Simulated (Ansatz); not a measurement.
# Ti2NOS MXene monolayer in a perpendicular field, part 2 of 2

Aim: how the Ti2NOS MXene monolayer screens a field along its normal, and what the field does to its bands. A positive field points along +c.

Ansatz 0.2.0; plane-wave DFT, PBE-D3(BJ), Ansatz PAW.

So far. Step 2 (Relaxing the slab): The lattice constant a goes from 3.029 to 3.053 Å.

## 3. Atoms held, field 0

A sawtooth potential applies the field, turning back in the middle of the vacuum. With the dipole correction the typed value is the field outside the slab. The induced dipole is small, so the SCF threshold is tight.

The cell differs from the one that the last finished run ended in (c 41.626 → 22.932 Å).

input.yaml

```yaml
crystal:
  lattice:
    - [3.0527351145, 0.0, 0.0]
    - [-1.5263675572, 2.6437461601, 0.0]
    - [0.0, 0.0, 22.9322932594]
  atoms:
    - { symbol: S, position: [0.3333333333, 0.6666666667, 0.3924596593] }
    - { symbol: Ti, position: [0.6666666667, 0.3333333333, 0.4612819895] }
    - { symbol: "N", position: [0.0, 0.0, 0.5136442137] }
    - { symbol: Ti, position: [0.3333333333, 0.6666666667, 0.5676976699] }
    - { symbol: O, position: [0.6666666667, 0.3333333333, 0.6075403407] }
kpoints:
  mp_grid: { grid: [18, 18, 1] }
  band_path:
    path: [[0, 0, 0], [0.5, 0, 0], [0.33333333, 0.33333333, 0], [0, 0, 0]]
    npoints: 16
hamiltonian:
  xc: pbe
  dispersion: d3bj
scf:
  occupations: { method: fermi_dirac, width: 0.02585 }
  convergence: { dr2_threshold: 1.0e-10 }
efield:
  axis: 3
  dipole_correction: true
  ramp_position: 0.97
  ramp_width: 0.06
  amplitude: 0
output:
  dos: { projected: true, e_range: [-6, 5] }
  write_potential: true
  write_density: true
  volumetric_format: npy
  elf: true
```

The run is started by

```sh
ansatz run input.yaml --threads 2 --pin off --max-ram 3072MiB --backend cpu --events-out ev --progress --plain --runs-dir out
```

Numbers of over 12 decimals in the logs are rounded to 6 here.

The log of the run:

```text
[...]
Crystal: 5 atoms, lattice volume = 185.079 Å³
Basis set: ecut = 420 eV, 3617 PW (Γ)
Bands: 26, of which v1, the nominal top of the filled ones, is band 21 counted from 1 (20 counted from 0)
Symmetry: 6 space group operations
[...]
k-points: 37 of 324 (time reversal used)
[...]
SCF iter   1: F=—  HF=-6861.268407 eV  |F-HF|=—  |Δ(HF+E_count)|=         —  Δρ=5.63e-3  dr2=2.75e-1  ethr=1.77e-3  p=0.018 e·Å  D=1.77e-2 V/Å  ΔV_dip=-0.40 eV  dr2_dipole=5.20e-2  V_vac-E_F(+/−)=5.32/5.72 eV  ⟨swp⟩=7.5  Hψ=4950  notcnv=0
efield: sawtooth ramp at fractional position 0.9700 (set: `efield.ramp_position`, or a place that a band, a saddle search or an elastic batch's reference lends), width 0.0600; the density the first Hamiltonian is built on has a dipole p = 0.018 e·Å; the dipole correction subtracts the counter field D = 1.77e-2 V/Å, which shifts the + side's vacuum level by -0.40 eV against the − side's; the planar-averaged density in the ramp window peaks in size at 1.4e-5 e/Å³
[...]
SCF iter   2: F=—  HF=-6861.256292 eV  |F-HF|=—  |Δ(HF+E_count)|=   1.21e-2  Δρ=5.41e-3  dr2=7.54e-2  ethr=6.72e-4  p=-0.006 e·Å  D=-5.93e-3 V/Å  ΔV_dip=0.14 eV  dr2_dipole=1.32e-3  V_vac-E_F(+/−)=5.77/5.63 eV  ⟨swp⟩=2.7  Hψ=1754  notcnv=0  defer=28
[...]
SCF iter  11: F=-6861.244166 eV  HF=-6861.244166 eV  |F-HF|=2.00e-11  |Δ(HF+E_count)|=  1.46e-11  Δρ=6.14e-8  dr2=1.02e-11  ethr=1.00e-12  p=-0.002 e·Å  D=-1.84e-3 V/Å  ΔV_dip=0.04 eV  dr2_dipole=1.36e-14  V_vac-E_F(+/−)=5.65/5.61 eV  ⟨swp⟩=2.0  Hψ=1593  notcnv=0
SCF 1 converged in 11 iterations: F = -6861.244166 eV  dr2 = 1.02e-11
[...]
NSCF: frozen V_eff on 49 k-points
efield: sawtooth ramp at fractional position 0.9700 (kept from the solve that this one continues, or follows in the run), width 0.0600; the density the first Hamiltonian is built on has a dipole p = -0.002 e·Å; the dipole correction subtracts the counter field D = -1.84e-3 V/Å, which shifts the + side's vacuum level by +0.04 eV against the − side's; the planar-averaged density in the ramp window peaks in size at 3.1e-6 e/Å³
[...]
SCF converged after 11 iterations
Free energy (F): -6861.244166 eV
[...]
Internal energy: -6861.240389 eV  (E = F + TS)
E sigma→0 (E₀):  -6861.242278 eV
Entropy (-TS):   -0.003777 eV (-0.755 meV/atom)
Fermi energy:    0.169413 eV
Dipole field:    D = -0.001837 V/Å  (p = -0.001879 e·Å, saw-weighted, corrected)
Work function:   Φ+ = 5.6542 eV   Φ− = 5.6121 eV
Levels:          The Fermi level and band energies are counted from a zero that moves with the ramp; work functions are not
[...]
--- Band table (eV; the first three rows and the last of 37) ---
  k-point 0: bands = [... 17 lower, -2.1970, 0.1154, 0.1154, 0.2814, 0.2814, 0.6860, 1.4964, 1.4964, ... 1 higher]
  k-point 1: bands = [... 17 lower, -2.1298, -0.2933, -0.1490, 0.3862, 0.5587, 0.8405, 1.4921, 1.5181, ... 1 higher]
  k-point 2: bands = [... 17 lower, -2.1575, -0.8238, -0.4220, 0.2623, 0.8268, 1.1042, 1.5267, 1.6344, ... 1 higher]
  k-point 36: bands = [... 17 lower, -3.7741, -3.3638, -2.5758, 0.9682, 1.0027, 1.7685, 2.1034, 2.3894, ... 1 higher]
```

Run time: 21 s. Hardware: 2 threads of Intel Xeon at 2.70GHz, shared host; peak memory 0.55 GiB.

Reading the cycles: dr2 is the Hartree energy of the density residual (eV), the measure of convergence; HF is the Harris–Foulkes estimate of the energy, which meets the free energy F at convergence.

Numbers from this step:

| Item | Value |
| --- | --- |
| energy at zero smearing | -6861.2423 eV |
| work function, upper face | 5.654 eV |
| work function, lower face | 5.612 eV |
| dipole along the normal | -0.001879 e·Å |
| step between the vacuum levels | 0.04211 eV |

Running mean over a fixed 2.7 Å (it still follows the layers) of the planar mean; the ramp of the sawtooth is left out. Electron's electrostatic potential energy less the Fermi level against z:

```csv
z (Å),electron's electrostatic potential energy less the Fermi level (eV)
3.5,5.61
4.0,5.61
4.5,5.61
5.0,5.61
5.5,5.61
6.0,5.58
6.5,5.44
7.0,4.77
7.5,2.70
8.0,0.111
8.5,-2.08
9.0,-4.68
9.5,-7.57
10.0,-8.87
10.5,-9.07
11.0,-9.24
11.5,-9.89
12.0,-10.1
12.5,-10.3
13.0,-9.76
13.5,-7.60
14.0,-5.02
14.5,-1.75
15.0,1.58
15.5,4.28
16.0,5.44
16.5,5.62
17.0,5.65
17.5,5.65
18.0,5.65
18.5,5.65
19.0,5.65
19.5,5.65
```

The density of states has structure finer than the step of the table below, so its rows give means over 0.25 eV, whole bins alone (the curve runs from -6 to 1.55 eV). Peaks (eV: height): -5.670: 10.4, -5.170: 11.6, -4.980: 9.37, -4.040: 14.7, -3.680: 9.66, -2.500: 9.23, 1.440: 12.1.

Density of states against energy, zero at the Fermi level; means over each step:

energy (eV), density of states (states/eV a cell) and a bar from the least value:
```
    -5.75        6.7 ##############################
    -5.50        1.5 ###
    -5.25        6.1 ###########################
    -5.00        5.5 ########################
    -4.75        3.2 ############
    -4.50        3.8 ###############
    -4.25        2.8 ##########
    -4.00        6.1 ###########################
    -3.75        6.1 ##########################
    -3.50        4.6 ###################
    -3.25        1.8 #####
    -3.00        1.0 
    -2.75        2.0 #####
    -2.50        3.9 ################
    -2.25        1.8 ####
    -2.00        1.3 ##
    -1.75        1.2 ##
    -1.50        1.5 ###
    -1.25        1.6 ###
    -1.00        1.0 
    -0.75        0.9 
    -0.50        1.5 ###
    -0.25        1.7 ####
     0.00        2.4 ########
     0.25        1.7 ####
     0.50        1.5 ###
     0.75        2.8 #########
     1.00        3.7 ##############
     1.25        4.8 ####################
```

Projected DOS per atom over height of the atomic layer and energy from the Fermi level. Layers: S Ti N Ti O from below.

Ten even steps from '_' (0.01 states/eV) to '@' (4.06 states/eV), each cell a mean:
```
__==__@@__
__::__++__
__..__--__
______..__
__..__::__
__..__..__
__..______
..________
::..______
::________
::________
==__..____
--________
..________
....::__--
....--__==
....::__==
::....__::
....::..::
::..--::==
____....::
____--::--
```
Columns: height of the atomic layer (Å) from 9 to 13.9 (not evenly spaced); rows upwards: energy from the Fermi level (eV) from -5.96 to 1.51.

Electronic bands along the path, in eV, zero at the Fermi level:

```csv
point,band 17,band 18,band 19,band 20,band 21,band 22,band 23,band 24
Γ,-3.31,-2.37,-0.05,-0.05,0.11,0.11,0.52,1.33
halfway,-3.59,-3.48,-2.09,-1.01,-0.38,0.98,1.26,1.51
M,-4.10,-3.88,-2.48,-1.26,-0.76,1.07,1.52,1.70
halfway,-4.12,-3.66,-2.94,-2.38,0.12,1.22,1.35,1.86
K,-4.17,-3.94,-3.53,-2.75,0.80,0.83,1.60,1.93
halfway,-3.77,-3.32,-2.43,-1.64,0.21,0.59,1.57,1.66
Γ,-3.31,-2.37,-0.05,-0.05,0.11,0.11,0.52,1.33
```

Electrostatic potential energy in the ca plane at fractional y = 0.333, with atoms of Ti and O within 0.2 Å of it. With pseudopotentials it is smooth inside the atoms' cores, unlike the true potential.

Values in eV, 5 rows by 16 columns, each cell a mean:
```
  6   6   5   2 -11 -27  -4  -2 -15   2   6   6   6   6   6   6
  6   6   5   3 -20 -36  -7   0 -34  -7   6   6   6   6   6   6
  6   6   5   2 -12 -27  -4  -2 -16   1   6   6   6   6   6   6
  6   6   4  -5  -3  -4  -2 -11  -4   4   6   6   6   6   6   6
  6   6   4  -5  -2  -3  -2 -11  -4   4   6   6   6   6   6   6
```
Columns run along c (16.0 Å, from fractional 0.24 to 0.94 of the cell; values clipped at the 3rd and 97th percentile), rows up along a (3.1 Å). Atoms in or near the plane, at fractional coordinates: Ti at (0.46, 0.67), O at (0.61, 0.67).

Valence density in the ca plane at fractional y = 0.333, with atoms of Ti and O within 0.2 Å of it. It is the smooth field of the valence electrons, not physical close to the nuclei.

Values in units of 1e0 e/Å³, 5 rows by 16 columns, each cell a mean:
```
0.0 0.0 0.0 0.0 0.0 0.1 0.4 2.7 0.6 0.2 1.3 0.9 0.0 0.0 0.0 0.0
0.0 0.0 0.0 0.0 0.0 0.1 0.6 7.6 1.6 0.2 3.5 2.6 0.0 0.0 0.0 0.0
0.0 0.0 0.0 0.0 0.0 0.2 0.4 2.9 0.7 0.2 1.4 0.9 0.0 0.0 0.0 0.0
0.0 0.0 0.0 0.0 0.0 0.3 0.5 0.3 0.4 0.5 0.4 0.1 0.0 0.0 0.0 0.0
0.0 0.0 0.0 0.0 0.0 0.3 0.5 0.3 0.4 0.4 0.3 0.1 0.0 0.0 0.0 0.0
```
Columns run along c (16.0 Å, from fractional 0.14 to 0.84 of the cell), rows up along a (3.1 Å). Atoms in or near the plane, at fractional coordinates: Ti at (0.46, 0.67), O at (0.61, 0.67).

ELF in the ca plane at fractional y = 0.333, with atoms of Ti and O within 0.2 Å of it. It is the smooth field of the valence electrons, not physical close to the nuclei.

Ten even steps from '0' (0.00) to '9' (0.84), each cell a mean:
```
00000000000002456633542242115898631000000000
00000000000000012216566111158889852000000000
00000000000000011126126211268559952000000000
00000000000000123226665111148999842000000000
00000000000012467632432243114788520000000000
00000000000136899973113674111132100000000000
00000000000147999985225884221000000000000000
00000000000125789973113674111243200000000000
```
Columns run along c (16.0 Å, from fractional 0.14 to 0.84 of the cell), rows up along a (3.1 Å). Atoms in or near the plane, at fractional coordinates: Ti at (0.46, 0.67), O at (0.61, 0.67).

The work function of the upper face is 5.65 eV.

## 4. Atoms held, field 0.1 V/Å

Edit input.yaml of step 3 so:

```diff
@@ -27,5 +27,4 @@
   ramp_width: 0.06
-  amplitude: 0
+  amplitude: 0.1
 output:
-  dos: { projected: true, e_range: [-6, 5] }
   write_potential: true
@@ -33,2 +32 @@
   volumetric_format: npy
-  elf: true
```

The log of the run:

```text
[...]
Crystal: 5 atoms, lattice volume = 185.079 Å³
Basis set: ecut = 420 eV, 3617 PW (Γ)
Bands: 26, of which v1, the nominal top of the filled ones, is band 21 counted from 1 (20 counted from 0)
Symmetry: 6 space group operations
[...]
k-points: 37 of 324 (time reversal used)
[...]
k-point 0: bands = [... 17 lower, -2.2205, 0.0950, 0.0950, 0.2653, 0.2653, 0.6676, 1.4781, 1.4781, ... 1 higher]
  k-point 1: bands = [... 17 lower, -2.1523, -0.3141, -0.1688, 0.3692, 0.5420, 0.8230, 1.4734, 1.4997, ... 1 higher]
  k-point 2: bands = [... 17 lower, -2.1782, -0.8472, -0.4427, 0.2455, 0.8108, 1.0873, 1.5079, 1.6158, ... 1 higher]
  k-point 36: bands = [... 17 lower, -3.7904, -3.3755, -2.6055, 0.9544, 0.9869, 1.7532, 2.0830, 2.3680, ... 1 higher]
[key lines of the parts left out:]
SCF converged after 12 iterations
Free energy (F): -6861.245417 eV
Fermi energy:    0.152315 eV
Dipole field:    D = 0.026289 V/Å  (p = 0.026888 e·Å, saw-weighted, corrected)
```

It took 29 s on 2 threads; peak memory 0.54 GiB; 56 s of CPU time.

The dipole is 0.0269 e·Å, 0.0288 e·Å from its value without field.

## 5. Single point, field -0.1 V/Å

Edit input.yaml of step 4 so:

```diff
@@ -27,3 +27,3 @@
   ramp_width: 0.06
-  amplitude: 0.1
+  amplitude: -0.1
 output:
```

The log of the run:

```text
[...]
Crystal: 5 atoms, lattice volume = 185.079 Å³
Basis set: ecut = 420 eV, 3617 PW (Γ)
Bands: 26, of which v1, the nominal top of the filled ones, is band 21 counted from 1 (20 counted from 0)
Symmetry: 6 space group operations
[...]
k-points: 37 of 324 (time reversal used)
[...]
k-point 0: bands = [... 17 lower, -2.1740, 0.1351, 0.1351, 0.2970, 0.2970, 0.7038, 1.5141, 1.5141, ... 1 higher]
  k-point 1: bands = [... 17 lower, -2.1077, -0.2731, -0.1297, 0.4026, 0.5749, 0.8575, 1.5102, 1.5361, ... 1 higher]
  k-point 2: bands = [... 17 lower, -2.1373, -0.8010, -0.4019, 0.2787, 0.8423, 1.1205, 1.5449, 1.6525, ... 1 higher]
  k-point 36: bands = [... 17 lower, -3.7591, -3.3521, -2.5467, 0.9815, 1.0180, 1.7834, 2.1234, 2.4103, ... 1 higher]
[key lines of the parts left out:]
SCF converged after 12 iterations
Free energy (F): -6861.245792 eV
Fermi energy:    0.185981 eV
Dipole field:    D = -0.029950 V/Å  (p = -0.030633 e·Å, saw-weighted, corrected)
```

It took 29 s on 2 threads; peak memory 0.54 GiB.

The dipole is -0.0306 e·Å, -0.0288 e·Å from its value without field.

## 6. Response, atoms held

This step: plane-wave DFT, PBE-D3(BJ), Ansatz PAW; response to a field along the normal, atoms held (Ansatz 0.2.0).

The dipoles give the slope, and the difference of two potentials shows where the field is screened.

This step gave:

```yaml
equivalent_conductor_thickness_p_eps_0ae: 6.448 Å
distance_between_the_outer_atoms: 4.932 Å
```

The dipole of the cell by applied field:

```csv
applied field (V/Å),dipole of the cell (e·Å)
-0.1000,-0.0306
0.0000,-0.00188
0.1000,0.0269
```

Local field over the applied field, running mean. From the potentials at -0.1 and 0.1 V/Å; running mean over 2.5 Å. Local field over applied field against z:

```csv
z (Å),local field over applied field
4.5,0.999
5.0,0.997
5.5,0.992
6.0,0.974
6.5,0.928
7.0,0.826
7.5,0.668
8.0,0.490
8.5,0.307
9.0,0.154
9.5,0.0652
10.0,0.0317
10.5,0.0196
11.0,0.0221
11.5,0.0305
12.0,0.0338
12.5,0.0459
13.0,0.0908
13.5,0.185
14.0,0.331
14.5,0.503
15.0,0.679
15.5,0.830
16.0,0.932
16.5,0.978
17.0,0.994
17.5,0.998
18.0,1.000
18.5,1.000
```

Electrons, planar mean, per unit field. The induced electron density by z:

```csv
z (Å),induced electron density (e/Å³ per V/Å)
4.5,2.9e-6
5.0,1.0e-5
5.5,3.5e-5
6.0,1.1e-4
6.5,3.4e-4
7.0,9.6e-4
7.5,0.00234
8.0,0.00379
8.5,0.00222
9.0,8.7e-4
9.5,6.6e-4
10.0,-6.6e-4
10.5,2.6e-5
11.0,8.6e-5
11.5,1.3e-4
12.0,-2.6e-5
12.5,-5.6e-4
13.0,1.4e-4
13.5,-0.00118
14.0,-0.00161
14.5,-0.00375
15.0,-0.00248
15.5,-9.4e-4
16.0,-3.0e-4
16.5,-8.5e-5
17.0,-2.3e-5
17.5,-5.8e-6
18.0,-1.5e-6
18.5,-3.8e-7
```

By hand: between -0.1 and 0.1 V/Å the dipole changes by 0.05752 e·Å, a slope of 0.2876 e·Å²/V. A perfect conductor of thickness t has p = ε₀AEt, so t = 180.95 × 0.2876 / 8.071 = 6.45 Å (e/ε₀ = 180.95 V·Å, A in Å²).

The induced dipole is that of a conductor 6.45 Å thick.

## 7. What came out

- gap without field: none
- work function, upper face: 5.65 eV
- step between the vacuum levels: 0.0421 eV
- equivalent conductor thickness, atoms held: 6.45 Å

What this shows: The induced dipole equals that of a perfect conductor 6.45 Å thick, while the outer atoms lie 4.93 Å apart. The two faces differ: the vacuum level above lies 0.04 eV higher than the one below. There is no gap over 0.03 eV, with or without the field. The first relaxation ran with spin and lost its moment, and the later runs have none; other magnetic states were not tried. The MXene's terminations sit over the metal atoms of its far layer; the site over carbon or nitrogen, which some compounds prefer, was not run.

[Logs are printed without paths, hosts, clocks, repeated set-up lines and the standing remarks that a program may print on its own settings, such as how far it seeks lower states.]

[Hosts, paths, dates, database ids (printed as entryN), source tags and the programs' standing remarks are cut or masked in the printed files.]

[Maps of the electrostatic potential energy from Ansatz leave out the sawtooth potential of an applied field or a dipole correction, so their vacuum need not be flat; planar profiles and work functions include it.]

[The density of states shown here was stored with 400 of the rows of the run's finer table, so its peaks can read low, often by over a quarter, or be missed, and its means over a window can be off by a tenth or more.]
